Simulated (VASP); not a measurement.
# InP in VASP: one cell, several levels of theory, part 2 of 2

VASP 6.6.1, plane waves, PAW.

### 3 Single point with r2SCAN

The input, INCAR:

```
ENCUT = 520.000000
SIGMA = 0.010000
EDIFF = 1.00e-07
ALGO = Normal
METAGGA = R2SCAN
PREC = Accurate
IBRION = -1
ISIF = 2
ISMEAR = 0
NBANDS = 16
NELM = 120
NSW = 0
LASPH = .TRUE.
LCHARG = .TRUE.
LELF = .TRUE.
LWAVE = .FALSE.
LREAL = .FALSE.
```

The input, KPOINTS:

```
KPOINTS created by Atomic Simulation Environment
0
Gamma
8 8 8
0 0 0
```

The input, KPOINTS_OPT:

```
special points
6
Reciprocal
0.0000000000 0.0000000000 0.0000000000 1
-0.5000000000 -0.5000000000 0.0000000000 1
-0.3750000000 -0.3750000000 0.2500000000 1
-0.3750000000 0.0000000000 0.3750000000 1
0.0000000000 0.0000000000 0.5000000000 1
-0.5000000000 -0.2500000000 0.2500000000 1
```

The input, POSCAR:

```
In P
 1.0000000000000000
     0.0000000000000000    2.9537876347999998    3.0424012639000000
     2.9537876347999998    0.0000000000000000    3.0424012639000000
     2.9537876347999998    2.9537876347999998    0.0000000000000000
 In  P
   1   1
Cartesian
  0.0000000000000000  0.0000000000000000  0.0000000000000000
  1.4768938173999999  1.4768938173999999  1.5212006319500000
```

Launch:

```bash
$ mpirun -np 1 vasp_std
```

Printed to the terminal (iteration lines stand in OSZICAR):

```text
POSCAR found type information on POSCAR InP
 POSCAR found :  2 types and       2 ions
 -----------------------------------------------------------------------------
|                                                                             |
|                                                                             |
|     You enforced a specific xc type in the INCAR file but a different       |
|     I HOPE YOU KNOW WHAT YOU ARE DOING!                                     |
|                                                                             |
 -----------------------------------------------------------------------------

 LDA part: xc-table for (None), standard interpolation
 POSCAR, INCAR and KPOINTS ok, starting setup
 FFT: planning ... GRIDC
 FFT: planning ... GRID_SOFT
 FFT: planning ... GRID
 WAVECAR not read
 entering main loop
 Start KPOINTS_OPT (optional k-point list driver)
k-point batch [1-6\6]
```

OSZICAR:

```text
N       E                     dE             d eps       ncg     rms          rms(c)
DAV:   1     0.864274237060E+02    0.86427E+02   -0.85340E+03  1904   0.126E+03
DAV:   2    -0.281932265480E+02   -0.11462E+03   -0.10962E+03  2072   0.300E+02
DAV:   3    -0.356786792469E+02   -0.74855E+01   -0.74499E+01  2504   0.761E+01
DAV:   4    -0.358838902376E+02   -0.20521E+00   -0.20515E+00  2512   0.136E+01
DAV:   5    -0.358941306110E+02   -0.10240E-01   -0.10240E-01  2768   0.253E+00    0.690E+00
DAV:   6    -0.322846658599E+02    0.36095E+01   -0.16444E+00  2416   0.276E+01    0.370E+00
DAV:   7    -0.322713375214E+02    0.13328E-01   -0.25400E-01  2440   0.386E+00    0.233E+00
DAV:   8    -0.322809811691E+02   -0.96436E-02   -0.16379E-02  2536   0.119E+00    0.102E+00
DAV:   9    -0.322826605627E+02   -0.16794E-02   -0.23631E-03  2448   0.382E-01    0.171E-01
DAV:  10    -0.322826742490E+02   -0.13686E-04   -0.28284E-04  2528   0.179E-01    0.178E-01
DAV:  11    -0.322827099219E+02   -0.35673E-04   -0.54876E-05  2328   0.101E-01    0.273E-02
DAV:  12    -0.322827024243E+02    0.74977E-05   -0.28758E-05  2584   0.637E-02    0.461E-02
DAV:  13    -0.322827022656E+02    0.15868E-06   -0.34836E-06  2624   0.121E-02    0.231E-02
DAV:  14    -0.322827028342E+02   -0.56858E-06   -0.12015E-06  2448   0.194E-02    0.153E-02
DAV:  15    -0.322827027106E+02    0.12362E-06   -0.58025E-08  1696   0.241E-03    0.104E-02
DAV:  16    -0.322827027771E+02   -0.66508E-07   -0.16950E-08  1288   0.122E-03
   1 F= -.32282703E+02 E0= -.32282703E+02  d E =-.505397E-27
       N       E                     dE             ncg
DAV:   1     0.213219815015E+04   -0.28505E+04      192
DAV:   2     0.142043439999E+04   -0.71176E+03      200
DAV:   3     0.137155982335E+04   -0.48875E+02      264
DAV:   4     0.137023775898E+04   -0.13221E+01      256
DAV:   5     0.137015958457E+04   -0.78174E-01      280
DAV:   6     0.137015715201E+04   -0.24326E-02      264
DAV:   7     0.137015708795E+04   -0.64057E-04      288
DAV:   8     0.137015708720E+04   -0.75342E-06      256
DAV:   9     0.137015708719E+04   -0.11841E-07      208
```

Parts of OUTCAR:

```text
k-points           NKPTS =     59   k-points in BZ     NKDIM =     59   number of bands    NBANDS=     16

   NELECT =      18.0000    total number of electrons

   dimension x,y,z NGX =    32 NGY =   32 NGZ =   32
   dimension x,y,z NGXF=    64 NGYF=   64 NGZF=   64

  energy-cutoff  :      520.00
  volume of cell :       53.09
      direct lattice vectors                 reciprocal lattice vectors
     0.000000000  2.953787635  3.042401264    -0.169274187  0.169274187  0.164343871
     2.953787635  0.000000000  3.042401264     0.169274187 -0.169274187  0.164343871
     2.953787635  2.953787635  0.000000000     0.169274187  0.169274187 -0.164343871

 k-points in reciprocal lattice and weights: KPOINTS created by Atomic Simulation Env
   0.00000000  0.00000000  0.00000000       0.002
   0.12500000  0.00000000  0.00000000       0.016
   0.25000000  0.00000000  0.00000000       0.016
   0.37500000  0.00000000  0.00000000       0.016
   0.50000000  0.00000000  0.00000000       0.008
   0.12500000  0.12500000  0.00000000       0.004
   0.25000000  0.12500000  0.00000000       0.016
   0.37500000  0.12500000  0.00000000       0.016
[... 51 more k-points ...]

 E-fermi :   4.5640

 k-point     1 :       0.0000    0.0000    0.0000
  band No.  band energies     occupation
      1     -10.1301      2.00000
      2     -10.1172      2.00000
      3     -10.1172      2.00000
      4      -9.9731      2.00000
      5      -9.9676      2.00000
      6      -7.1922      2.00000
      7       4.3441      2.00000
      8       4.4918      2.00000
      9       4.4918      2.00000
     10       5.2943      0.00000
     11       8.8646      0.00000
     12       8.8646      0.00000
     13       8.9207      0.00000
     14      13.2770      0.00000
     15      14.0428      0.00000
     16      14.5101      0.00000

 k-point     2 :       0.1250    0.0000    0.0000
  band No.  band energies     occupation
      1     -10.1399      2.00000
      2     -10.1176      2.00000
      3     -10.1106      2.00000
      4      -9.9734      2.00000
      5      -9.9669      2.00000
      6      -7.0196      2.00000
      7       2.9406      2.00000
      8       4.2119      2.00000
      9       4.3260      2.00000
     10       6.2478      0.00000
     11       8.9637      0.00000
     12       9.1423      0.00000
     13       9.1965      0.00000
     14      13.4445      0.00000
     15      13.8263      0.00000
     16      14.1098      0.00000

 k-point     3 :       0.2500    0.0000    0.0000
  band No.  band energies     occupation
      1     -10.1780      2.00000
      2     -10.1040      2.00000
      3     -10.0962      2.00000
      4      -9.9724      2.00000
      5      -9.9634      2.00000
      6      -6.5403      2.00000
      7       1.0619      2.00000
      8       3.8385      2.00000
      9       3.9900      2.00000
     10       6.4455      0.00000
     11       9.5089      0.00000
     12       9.6044      0.00000
     13      10.0613      0.00000
     14      13.3351      0.00000
     15      13.5036      0.00000
     16      14.0036      0.00000

 k-point     4 :       0.3750    0.0000    0.0000
  band No.  band energies     occupation
      1     -10.2150      2.00000
      2     -10.0924      2.00000
      3     -10.0847      2.00000
      4      -9.9684      2.00000
      5      -9.9567      2.00000
      6      -5.9111      2.00000
      7      -0.4878      2.00000
      8       3.5301      2.00000
      9       3.7134      2.00000
     10       6.2452      0.00000
     11       9.5623      0.00000
     12       9.7252      0.00000
     13      11.4033      0.00000
     14      13.7113      0.00000
     15      14.3423      0.00000
     16      14.4617      0.00000

 k-point     5 :       0.5000    0.0000    0.0000
  band No.  band energies     occupation
      1     -10.2297      2.00000
      2     -10.0885      2.00000
      3     -10.0809      2.00000
      4      -9.9657      2.00000
      5      -9.9528      2.00000
      6      -5.5636      2.00000
      7      -1.1535      2.00000
      8       3.4153      2.00000
      9       3.6109      2.00000
     10       6.1513      0.00000
     11       9.5114      0.00000
     12       9.6929      0.00000
     13      11.8709      0.00000
     14      14.2503      0.00000
     15      15.4482      0.00000
     16      15.6259      0.00000

 k-point     6 :       0.1250    0.1250    0.0000
  band No.  band energies     occupation
      1     -10.1585      2.00000
      2     -10.1043      2.00000
      3     -10.1043      2.00000
      4      -9.9716      2.00000
      5      -9.9690      2.00000
      6      -6.9703      2.00000
      7       2.8459      2.00000
      8       4.0195      2.00000
      9       4.0195      2.00000
     10       6.7215      0.00000
     11       8.3132      0.00000
     12       9.5827      0.00000
     13       9.5827      0.00000
     14      12.4073      0.00000
     15      14.4141      0.00000
     16      14.6518      0.00000

 k-point     7 :       0.2500    0.1250    0.0000
  band No.  band energies     occupation
      1     -10.1876      2.00000
      2     -10.0942      2.00000
      3     -10.0894      2.00000
      4      -9.9740      2.00000
      5      -9.9655      2.00000
      6      -6.5990      2.00000
      7       1.4764      2.00000
      8       3.5716      2.00000
      9       3.6306      2.00000
     10       7.2406      0.00000
     11       8.4087      0.00000
     12      10.0697      0.00000
     13      10.2137      0.00000
     14      12.2257      0.00000
     15      14.4504      0.00000
     16      15.2314      0.00000

 k-point     8 :       0.3750    0.1250    0.0000
  band No.  band energies     occupation
      1     -10.2174      2.00000
      2     -10.0870      2.00000
      3     -10.0766      2.00000
      4      -9.9699      2.00000
      5      -9.9627      2.00000
      6      -6.0074      2.00000
      7      -0.0424      2.00000
      8       3.0337      2.00000
      9       3.3842      2.00000
     10       7.1424      0.00000
     11       9.0186      0.00000
     12      10.4091      0.00000
     13      10.6184      0.00000
     14      13.3886      0.00000
     15      14.8100      0.00000
     16      14.9294      0.00000

[... the tables of k-points 9 to 59 left out ...]

  Total       -0.5182748     -0.5182748     -0.9901636      0.0000000      0.0000000      0.0000000
  in kB      -15.6410401    -15.6410401    -29.8821958      0.0000000      0.0000000      0.0000000
  external PRESSURE =     -20.3880920 kB  Pullay stress =       0.0000000 kB

 POSITION                                       TOTAL-FORCE (eV/Angst)
 -----------------------------------------------------------------------------------
      0.00000      0.00000      0.00000         0.000000      0.000000     -0.000000
      1.47689      1.47689      1.52120        -0.000000     -0.000000      0.000000
 -----------------------------------------------------------------------------------
    total drift:                               -0.000006     -0.000006      0.000004

  FREE ENERGIE OF THE ION-ELECTRON SYSTEM (eV)
  ---------------------------------------------------
  free  energy   TOTEN  =       -32.2827027771 eV

  energy  without entropy=      -32.2827027771  energy(sigma->0) =      -32.28270278
```

Hardware: 1 MPI rank of Intel Xeon Platinum 8488C, shared host.

The levels at the points of KPOINTS_OPT are read from vasprun.xml.

Band energies at the special points (eV, zero at the top of v, the last band that the electrons fill by count):

```csv
point,v−1,v,c,c+1
Γ,0.00,0.00,0.80,4.37
X,-2.17,-2.17,2.15,2.67
U,-3.21,-1.80,2.76,4.75
K,-3.21,-1.96,2.54,4.51
L,-1.08,-0.88,1.66,5.02
W,-2.88,-2.81,4.58,4.59
```

r2SCAN gives a direct gap of 0.80 eV at Γ. The pressure is -2.04 GPa; the forces vanish within 0.01 eV/Å.

### 4 Summary

This closing draws on all 2 parts.

| level | gap (eV) | pressure (GPa) | Ansatz: gap (eV) | Ansatz: pressure (GPa) |
| --- | --- | --- | --- | --- |
| PBE | 0.37 | -0.27 | 0.37 | -0.22 |
| r2SCAN | 0.80 | -2.04 | 0.80 | -1.93 |

**Reading.** The gap runs from 0.37 eV (PBE) to 0.80 eV (r2SCAN). Spin-orbit coupling is left out, though the cell holds In (Z = 49); in an element this heavy it can shift bands and gaps by tenths of an eV. At this one volume the pressure spans -2.0 GPa (r2SCAN) to -0.3 GPa (PBE): PBE wants the largest cell and r2SCAN the smallest. The two programs agree on the gap within 0.01 eV, far less than the spread between functionals. The two codes have different PAW datasets and cutoffs.
